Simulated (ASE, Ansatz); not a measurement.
**Convergence of a linear-scaling basis for twisted h-SiC/h-AlN monolayer on bilayer, 17.90° (186 atoms)**

Wanted: errors and times of a linear-scaling basis for twisted h-SiC/h-AlN monolayer on bilayer, 17.90° (186 atoms). A setting counts as converged where the r.m.s. difference of forces stays under 1 % of the r.m.s. force.

Method: Kohn-Sham DFT, PBEsol, PAW (set soft_2), plane waves, in Ansatz 0.2.0.

## Step 1: The starting structure

The cell holds 186 atoms: 62 Si, 62 C, 31 Al and 31 N. Cell: a = 17.344 Å, b = 17.344 Å, c = 18.580 Å, α = 90.0°, β = 90.0°, γ = 120.0°. It derives from SiC and AlN. h-SiC (a = 3.1 Å) under h-AlN (a = 3.13 Å), monolayer on bilayer, commensurate cell of 31 unit cells a layer, twist 17.90 deg, both strained to the mean lattice constant; facing planes 3.19, 3.39 Å apart; 12 Å of vacuum; layers as built, displaced by a Gaussian of 0.01 Å. Regions: layer 1, 62 atoms (31 Si and 31 C); layer 2, 62 atoms (31 Si and 31 C); layer 3, 62 atoms (31 Al and 31 N). Vacuum lies along c.

Limits known from the start: The functional has no dispersion term, which matters for the binding between molecules or layers. Beside vacuum, support functions can miss their usual error bounds without a warning. Sampling is at Γ alone, for a cell whose shortest periodic width is 15 Å.

## Step 2: Plane-wave single point

The first run fixes the reference, at a cutoff of 420 eV.

input.yaml reads:

```yaml
crystal:
  lattice:
    - [17.3436, 0.0, 0.0]
    - [-8.6718, 15.02, 0.0]
    - [0.0, 0.0, 18.58]
  atoms:
    - { symbol: Si, position: [0.07592, 0.11845, 0.32384] }
    - { symbol: C, position: [0.11767, 0.04279, 0.32337] }
    - { symbol: Si, position: [0.10797, 0.31228, 0.32338] }
    - { symbol: C, position: [0.15109, 0.23624, 0.32316] }
    - { symbol: Si, position: [0.13992, 0.50545, 0.32304] }
    - { symbol: C, position: [0.18274, 0.42979, 0.32249] }
    - { symbol: Si, position: [0.17171, 0.69861, 0.32355] }
    - { symbol: C, position: [0.21395, 0.62435, 0.32172] }
    - { symbol: Si, position: [0.20531, 0.89334, 0.3224] }
    - { symbol: C, position: [0.24793, 0.81798, 0.3227] }
    - { symbol: Si, position: [0.23763, 0.08654, 0.3229] }
    - { symbol: C, position: [0.27891, 0.01057, 0.32347] }
    - { symbol: Si, position: [0.2692, 0.27942, 0.32223] }
    - { symbol: C, position: [0.31345, 0.20526, 0.32327] }
    - { symbol: Si, position: [0.30138, 0.47203, 0.32385] }
    - { symbol: C, position: [0.34371, 0.39764, 0.3234] }
    - { symbol: Si, position: [0.33306, 0.6666, 0.32184] }
    - { symbol: C, position: [0.37629, 0.59173, 0.32336] }
    - { symbol: Si, position: [0.36591, 0.86077, 0.32214] }
    - { symbol: C, position: [0.40885, 0.7852, 0.32204] }
    - { symbol: Si, position: [0.39757, 0.05447, 0.32217] }
    - { symbol: C, position: [0.44082, 0.97847, 0.32387] }
    - { symbol: Si, position: [0.42968, 0.24612, 0.32302] }
    - { symbol: C, position: [0.47249, 0.17201, 0.32353] }
    - { symbol: Si, position: [0.46201, 0.44035, 0.32266] }
    - { symbol: C, position: [0.50478, 0.36526, 0.3224] }
    - { symbol: Si, position: [0.4955, 0.63498, 0.32354] }
    - { symbol: C, position: [0.53807, 0.55942, 0.32245] }
    - { symbol: Si, position: [0.52655, 0.82737, 0.3222] }
    - { symbol: C, position: [0.56902, 0.75289, 0.32322] }
    - { symbol: Si, position: [0.55895, 0.02215, 0.32271] }
    - { symbol: C, position: [0.6022, 0.94617, 0.32374] }
    [... 148 atom lines left out ...]
    - { symbol: Al, position: [0.1089, 0.79625, 0.67726] }
    - { symbol: "N", position: [0.15161, 0.91364, 0.67695] }
    - { symbol: Al, position: [0.94663, 0.60208, 0.67666] }
    - { symbol: "N", position: [0.98874, 0.71953, 0.67671] }
    - { symbol: Al, position: [0.9132, 0.7631, 0.6775] }
    - { symbol: "N", position: [0.95671, 0.88226, 0.67673] }
kpoints:
  mp_grid: { grid: [1, 1, 1] }
hamiltonian:
  xc: pbesol
scf:
  occupations: { method: gaussian, width: 0.025 }
output:
  forces: true
  populations: intrinsic
  dos:
    method: { smearing: { sigma: 0.15 } }
    de: 0.1
    projected:
      site_lists:
        Al: [Al]
        C: [C]
        "N": ["N"]
        Si: [Si]
        layer_1: [0, 1, 2, 3, 4, 5, 6, 7, 8, 9, 10, 11, 12, 13, 14, 15, 16, 17, 18, 19, 20, 21, 22, 23, 24, 25, 26, 27, 28, 29, 30, 31, 32, 33, 34, 35, 36, 37, 38, 39, 40, 41, 42, 43, 44, 45, 46, 47, 48, 49, 50, 51, 52, 53, 54, 55, 56, 57, 58, 59, 60, 61]
        layer_2: [62, 63, 64, 65, 66, 67, 68, 69, 70, 71, 72, 73, 74, 75, 76, 77, 78, 79, 80, 81, 82, 83, 84, 85, 86, 87, 88, 89, 90, 91, 92, 93, 94, 95, 96, 97, 98, 99, 100, 101, 102, 103, 104, 105, 106, 107, 108, 109, 110, 111, 112, 113, 114, 115, 116, 117, 118, 119, 120, 121, 122, 123]
        layer_3: [124, 125, 126, 127, 128, 129, 130, 131, 132, 133, 134, 135, 136, 137, 138, 139, 140, 141, 142, 143, 144, 145, 146, 147, 148, 149, 150, 151, 152, 153, 154, 155, 156, 157, 158, 159, 160, 161, 162, 163, 164, 165, 166, 167, 168, 169, 170, 171, 172, 173, 174, 175, 176, 177, 178, 179, 180, 181, 182, 183, 184, 185]
  eigenvalues: true
  write_density: true
  write_potential: true
  volumetric_format: npy
```

Run with:

```
> ansatz run input.yaml --threads 8 --pin off --max-ram 15872MiB --backend cpu --events-out ev --progress --plain --runs-dir out
```

Numbers of over 12 decimals in the logs are rounded to 6 here.

Log:

```text
Engine: ansatz 0.2.0, aarch64-unknown-linux-gnu
Pseudopotentials: kind: paw
Pseudopotential: Si, paw, valence charge 4, recommended cutoff 420 eV (normal), Si.paw.azcp
Pseudopotential: C, paw, valence charge 4, recommended cutoff 420 eV (normal), C.paw.azcp
Pseudopotential: Al, paw, valence charge 3, recommended cutoff 420 eV (normal), Al.paw.azcp
Pseudopotential: N, paw, valence charge 5, recommended cutoff 420 eV (normal), N.paw.azcp
Functional definition: PBEsol
  exchange = pbesol_x
  correlation = pbesol_c
Crystal: 186 atoms, lattice volume = 4840.106 Å³
Basis set: ecut = 420 eV, 94593 PW (Γ), exchange–correlation on 240×240×250 points (8 copies of the dense FFT grid, shifted against one another)
Bands: 558, of which v1, the nominal top of the filled ones, is band 372 counted from 1 (371 counted from 0)
Symmetry: 1 space group operations
Space group: P1 (ITA 1), of the structure as read, at distance tolerance 1.7e-4 Å
k-points: 1
Non-local potential: Si, projectors of the file, l = 0: 2, l = 1: 2, l = 2: 2
Non-local potential: C, projectors of the file, l = 0: 2, l = 1: 2, l = 2: 1
Non-local potential: Al, projectors of the file, l = 0: 2, l = 1: 2, l = 2: 1
Non-local potential: N, projectors of the file, l = 0: 2, l = 1: 2, l = 2: 1
PAW form: soft (Blöchl's): semilocal exchange-correlation on the pseudo side does not see the compensation charge
PAW frozen core: Si, regenerated for the run's functional, and the local potential with it (the file was generated under x = pbe(κ = 0.804, μ = 0.219515), c = pbe(β = 0.066725))
PAW frozen core: C, regenerated for the run's functional, and the local potential with it (the file was generated under x = pbe(κ = 0.804, μ = 0.219515), c = pbe(β = 0.066725))
PAW frozen core: Al, regenerated for the run's functional, and the local potential with it (the file was generated under x = pbe(κ = 0.804, μ = 0.219515), c = pbe(β = 0.066725))
PAW frozen core: N, regenerated for the run's functional, and the local potential with it (the file was generated under x = pbe(κ = 0.804, μ = 0.219515), c = pbe(β = 0.066725))
PAW one-centre angular grid: Si, 110 points (default); XC on 64 Gauss nodes
PAW one-centre angular grid: C, 110 points (default); XC on 64 Gauss nodes
PAW one-centre angular grid: Al, 110 points (default); XC on 64 Gauss nodes
PAW one-centre angular grid: N, 110 points (default); XC on 64 Gauss nodes
Initial density: superposition of atomic densities (neutral atoms: chi_scale 0, normalization atom), corrected by the library's trained network
Initial wavefunctions: pseudopotential atomic-orbital guess
Functional: x = pbesol(κ = 0.804, μ = 0.123457), c = pbesol(β = 0.046)
SCF iter   1: F=—  HF=-81836.051853 eV  |F-HF|=—  |Δ(HF+E_count)|=         —  Δρ=5.05e-3  dr2=1.56e0  ethr=1.77e-3  ⟨swp⟩=9.0  Hψ=3632  notcnv=0  defer=86
preconditioner: auto → Resta (q_TF=auto, 1.997 Å⁻¹)  ε∞=3.0  [insulator: Δε(μ)=1.979 eV  Ē_g=10.282 eV  σ=0.025 eV  W_gap=1.00  n_scr=646 (ndim 8)  ℏωp=14.6 eV  f_vac=0.428  D(μ)=0.00/eV (n_scr^D=0)  ε∞_Penn≈3.0  vacuum switching on, ρ_ref=7.7e-3 e/Å³]
SCF iter   2: F=—  HF=-81835.721881 eV  |F-HF|=—  |Δ(HF+E_count)|=   3.30e-1  Δρ=1.58e-3  dr2=1.51e-1  ethr=2.10e-4  ⟨swp⟩=2.0  Hψ=927  notcnv=0  defer=180
SCF iter   3: F=—  HF=-81835.716616 eV  |F-HF|=—  |Δ(HF+E_count)|=   5.27e-3  Δρ=7.94e-4  dr2=3.85e-2  ethr=2.03e-5  ⟨swp⟩=2.0  Hψ=705  notcnv=0  defer=180
SCF iter   4: F=—  HF=-81835.721654 eV  |F-HF|=—  |Δ(HF+E_count)|=   5.04e-3  Δρ=2.69e-4  dr2=4.71e-3  ethr=5.17e-6  ⟨swp⟩=2.0  Hψ=749  notcnv=0  defer=180
SCF iter   5: F=—  HF=-81835.721229 eV  |F-HF|=—  |Δ(HF+E_count)|=   4.25e-4  Δρ=7.38e-5  dr2=2.45e-4  ethr=6.32e-7  ⟨swp⟩=2.0  Hψ=750  notcnv=0  defer=180
SCF iter   6: F=—  HF=-81835.721324 eV  |F-HF|=—  |Δ(HF+E_count)|=   9.45e-5  Δρ=2.86e-5  dr2=4.45e-5  ethr=3.29e-8  ⟨swp⟩=2.0  Hψ=750  notcnv=0  defer=180
SCF iter   7: F=—  HF=-81835.720309 eV  |F-HF|=—  |Δ(HF+E_count)|=   1.01e-3  Δρ=9.92e-6  dr2=5.09e-6  ethr=5.98e-9  ⟨swp⟩=2.0  Hψ=929  notcnv=0  defer=180
SCF iter   8: F=—  HF=-81835.720311 eV  |F-HF|=—  |Δ(HF+E_count)|=   1.06e-6  Δρ=3.05e-6  dr2=5.95e-7  ethr=6.84e-10  ⟨swp⟩=2.0  Hψ=749  notcnv=0  defer=180
SCF iter   9: F=-81835.720311 eV  HF=-81835.720311 eV  |F-HF|=3.95e-8  |Δ(HF+E_count)|=   2.64e-7  Δρ=9.61e-7  dr2=7.52e-8  ethr=1.34e-11  ⟨swp⟩=26.0  Hψ=6342  notcnv=0
SCF 1 converged in 9 iterations: F = -81835.720311 eV  dr2 = 7.52e-8
  greatest PAW one-centre occupation: 0.791 electrons in one spin orbital (limit 2), on the N atom at site 165 (counted from 0), in its partial waves of l = 0
WARN: The output density's exchange-correlation potential varies sharply where the density is thin. Do not read a vacuum level from v_tot or v_xc, or from such a field of the output density. On a cell that repeats whose density bears no net charge and no dipole along the vacuum's axis use v_es (v_loc + v_h of the components); [...]
SCF converged after 9 iterations
Free energy (F): -81835.720311 eV
Harris-Foulkes:  -81835.720311 eV  (|F-HF|=3.95e-8)
Internal energy: -81835.720311 eV  (E = F + TS)
E sigma→0 (E₀):  -81835.720311 eV
Fermi energy:    1.528940 eV
--- Per-component energies (eV) ---
  E_band       = -3723.519505
  E_kinetic    = 12928.809927
  E_local      = -163262.678319  (includes V_loc(G=0)·N_el)
  E_nonlocal   = 5005.108983
  E_hartree    = 76369.395783
  E_xc         = -9418.278353
  E_vxc        = -9842.184369  (∫ρ·V_xc dr)
  E_paw        = -54753.724417  (= ΣΔE_a)
  E_vpaw       = -1291.293360  (= ΣTr[D̂ρ^β])
  E_aug_tail   = 0.003720  (compensation charges beyond the density's cutoff)
  E_ewald      = 51290.913001
  E_core_change = 4.729365  (= ΣΔE_core)
  E_smearing   = -0.000000  (= −TS)
  E_closure    = -0.000000  (closes the sum)
  Σ components = -81835.720311   (vs F -81835.720311, Δ=0.00e0)
--- Forces (eV/Å), atoms counted from 1 ---
  atom   1  Si    -0.41653864    -0.15426289     0.04966807
  atom   2  C      0.61046522     0.16076980    -0.14843263
  atom   3  Si    -0.02192065    -0.41651315     0.04431208
  atom   4  C     -0.19079622     0.27584718    -0.12658622
  atom   5  Si    -0.03098611     0.11250458     0.03053008
  atom   6  C      0.12600340     0.28316565    -0.05482421
  atom   7  Si    -0.35363435     0.58813281    -0.07216004
  atom   8  C      0.81632767    -0.41486541    -0.05088491
  atom   9  Si    -0.35999336    -0.54569769     0.13690008
  atom  10  C     -0.08977210    -0.31427080    -0.11373790
  atom  11  Si    -0.69274973    -0.05153365     0.13169536
  atom  12  C      0.36997352     0.36740352    -0.22093082
  atom  13  Si    -0.05227791     0.02496195     0.18558186
  atom  14  C     -0.56160001    -0.49340363    -0.15204564
[...]
atom 185  Al     0.31001671     0.20987370    -0.19053872
  atom 186  N      0.48583073     0.05285675     0.06784030
  max |Σ_I F_I| component: 2.55e-4 eV/Å
--- Band table (eV) ---
  k-point 0: bands = ["-13.5963", "-13.4465", "-13.1910", "-13.1535", [... 542 levels ...], "7.0197", "7.0314", "7.0369", "7.0657", "7.0828", "7.0858", "7.0975", "7.1125", "7.1862", "7.1939", "7.2111", "7.2208"]
--- intrinsic populations: 186 sites ---
  site symbol       q [e]
     0     Si      2.9407
     1      C      5.0313
     2     Si      2.9404
[...]
185      N      6.1249
  spilling = -0.000000 (of n_electrons = 744.000000)
```

Elapsed: 91 s, on 8 threads of Arm Neoverse V1, shared host; peak memory 6.8 GiB.

The program notes that the exchange-correlation potential is rough where the density is thin.

Numbers from this run:

```
free energy                                      : -81835.7203 eV
free energy per atom                             : -439.9770 eV/atom
SCF cycles                                       : 9
r.m.s. force component                           : 0.3167 eV/Å
longest force                                    : 1.174 eV/Å
Fermi energy                                     : 1.529 eV
gap (highest filled to lowest empty level) : 1.94 eV
```

Length of the force by element:

```
element  coordination  atoms  mean length of the force (eV/Å)  spread   least   most
     Al           all     31                            0.513   0.266  0.0638   1.08
      C           all     62                            0.497   0.231  0.0149   1.10
      N           all     31                            0.511   0.201   0.155  0.985
     Si           all     62                            0.480   0.233  0.0757   1.17
```

Intrinsic-atomic-orbital charges by element:

```
element  coordination  atoms  mean charge (e)  spread  least   most
     Al           all     31             1.11   0.005   1.11   1.13
      C           all     62            -1.04  0.0074  -1.06  -1.02
      N           all     31            -1.13  0.0051  -1.14  -1.12
     Si           all     62             1.05  0.0139   1.02   1.07
```

By region:

```
 region  atoms  mean length of the force (eV/Å)  net charge (e)
layer 1     62                            0.473            0.81
layer 2     62                            0.504           -0.25
layer 3     62                            0.512           -0.56
```

States in the cell by windows of 1 eV, zero at the Fermi level; the larger projections on atomic orbitals stand beside the total:

```
from (eV)  to (eV)  total  layer 1   C p  layer 2  layer 3  Si p   N p
      -16      -15    2.3      1.2   0.0      0.3      0.7   0.0   0.0
      -15      -14   39.5     11.2   0.6      6.5     21.5   2.2   0.1
      -14      -13   74.3     20.4   2.2     13.8     39.5   7.6   0.2
      -13      -12   34.3     16.3   1.8     17.5      0.2   9.3   0.0
      -12      -11   35.6     12.1   1.2     23.1      0.1  11.8   0.0
      -11      -10    0.0      0.0   0.0      0.0      0.0   0.0   0.0
      -10       -9    9.1      8.3   4.8      0.7      0.0   1.3   0.0
       -9       -8   34.0     15.6  17.1     18.1      0.1   3.8   0.0
       -8       -7   28.9     11.9  14.6     16.7      0.1   4.3   0.0
       -7       -6   50.5     24.2  23.5     18.9      7.0  11.4   4.7
       -6       -5   49.3      7.3   9.4     11.5     30.2   8.8  20.5
       -5       -4  116.8     53.7  57.5     37.5     24.6  27.1  17.2
       -4       -3   75.0     22.7  31.4     24.8     26.7  15.3  20.3
       -3       -2  120.1     26.7  42.7     32.0     59.5  15.8  48.6
       -2       -1   67.2     11.4  25.9     20.2     33.8   5.6  30.7
       -1        0    7.2      1.0   4.4      3.7      2.2   0.3   2.1
        0        1    5.0      3.1   0.9      1.3      0.2   3.3   0.1
        1        2   39.4     20.0   5.8     13.8      2.7  26.8   0.5
        2        3   50.3     20.6   6.9     14.7      5.5  17.2   0.9
        3        4   95.1     31.6  16.4     32.1     12.5  24.1   2.4
        4        5  100.5     16.8   8.8     18.2     42.4  13.2   5.6
```

The levels nearest the highest filled one (over half full), pooled over k-points and spins:

```
level less the highest filled one (eV)  occupation
                               -0.0674           2
                               -0.0597           2
                               -0.0442           2
                               -0.0234           2
                               -0.0091           2
                                     0           2
                                  1.94           0
                                  1.95           0
                                  1.96           0
                                  1.97           0
                                  1.99           0
                                  2.00           0
```

Planar average of the electrostatic potential energy along the normal, with the Fermi level as zero, after a running mean with a triangular window 4 Å wide at its base:

```
height (Å)  potential energy (eV)
       0.0                   3.99
       0.6                   3.97
       1.0                   3.95
       1.6                   3.93
       2.1                   3.90
       2.7                   3.84
       3.1                   3.70
       3.7                   2.92
       4.2                   1.22
       4.8                  -2.40
       5.2                  -5.32
       5.8                  -8.13
       6.4                  -7.63
       6.8                  -5.68
       7.4                  -3.94
       7.9                  -4.04
       8.5                  -5.97
       8.9                  -7.68
       9.5                  -7.42
      10.0                  -5.32
      10.6                  -2.47
      11.0                  -1.40
      11.6                  -2.05
      12.0                  -3.45
      12.6                  -4.34
      13.2                  -2.91
      13.7                  -0.96
      14.3                   1.67
      14.7                   3.09
      15.3                   3.90
      15.8                   4.04
      16.4                   4.07
      16.8                   4.06
      17.4                   4.04
      17.8                   4.02
      18.4                   4.00
```

Electrostatic potential energy in the ca plane at fractional y = 0.000, with atoms of C and Si and Al and N within 0.2 Å of it. With pseudopotentials it is smooth inside the atoms' cores, unlike the true potential.

Ten even steps from '0' (-30 eV) to '9' (6 eV), each cell a mean:
```
99999999999998889999622699999999999999999999
99999999999975468999877899998778999999999999
99999999999873147999888999998668999999999999
99999999999987789999855899999999999999999999
99999999999998889999733799999999999999999999
99999999999863237999988999998558999999999999
99999999999840004899999999996004999999999999
99999999999974347999888899998658999999999999
99999999999998789998755799997557899999999999
99999999999986468999766899998668999999999999
99999999999840005899999999996006999999999999
99999999999863137999877899997437999999999999
99999999999984148997300379975555799999999999
99999999999983148997300379975555799999999999
99999999999986568999877899998778999999999999
99999999999986568999888899999889999999999999
99999999999985358998411479985555899999999999
99999999999971018997100178874664799999999999
99999999999997679999744789987667899999999999
99999999999998889999722799999999999999999999
99999999999998889999755799998668999999999999
99999999999986468998511589985445899999999999
99999999999998789999755799997667999999999999
99999999999999999999500599999999999999999999
```
Columns run along c (18.6 Å; values clipped at the 3rd and 97th percentile), rows up along a (17.3 Å). Atoms in or near the plane, at fractional coordinates: C at (0.32, 0.28), Si at (0.32, 0.72), Si at (0.49, 0.28), C at (0.49, 0.00), Al at (0.68, 0.27), N at (0.68, 0.73).

Valence density in the ca plane at fractional y = 0.000, with atoms of C and Si and Al and N within 0.2 Å of it. It is the smooth field of the valence electrons, not physical close to the nuclei.

Ten steps, logarithmic in the rise over the least value, from '0' (0.0 e/Å³) to '9' (3.1 e/Å³), each cell a mean:
```
00000000000123332224688642123333210000000000
00000000001245654223455432235775310000000000
00000000001245654222444421236776420000000000
00000000000234443224677642123444210000000000
00000000000134433224678642123333210000000000
00000000001245544223455421236776420000000000
00000000001344344322233211247998520000000000
00000000001245554223455421235776320000000000
00000000001246654224677542123443210000000000
00000000001346664323455432235665310000000000
00000000001345554322333221247997420000000000
00000000001356664322344321246886420000000000
00000000001357875323455432234444310000000000
00000000001357875323444432234444310000000000
00000000001246654223455432235665310000000000
00000000001245554223455432135665310000000000
00000000001357875323555532223443210000000000
00000000001368885324444442223222210000000000
00000000001246654224577542123443210000000000
00000000000123432224677642123333210000000000
00000000001235553224677642123443210000000000
00000000001357775323555532234554310000000000
00000000001245654223566532124444210000000000
00000000000123332124788742112332100000000000
```
Columns run along c (18.6 Å), rows up along a (17.3 Å). Atoms in or near the plane, at fractional coordinates: C at (0.32, 0.28), Si at (0.32, 0.72), Si at (0.49, 0.28), C at (0.49, 0.00), Al at (0.68, 0.27), N at (0.68, 0.73).

Mean intrinsic-atomic-orbital charges: Al +1.11, C -1.04, N -1.13, Si +1.05 e. The potential slopes across the vacuum by 0.039 eV/Å: the slab bears a dipole, and with periodic images along the normal there is no flat vacuum level to read.

(Part 1 of 2 ends here.)

[Logs are printed without paths, hosts, clocks, repeated set-up lines and the standing remarks that a program may print on its own settings, such as how far it seeks lower states.]

[Hosts, paths, dates, database ids (printed as entryN), source tags and the programs' standing remarks are cut or masked in the printed files.]
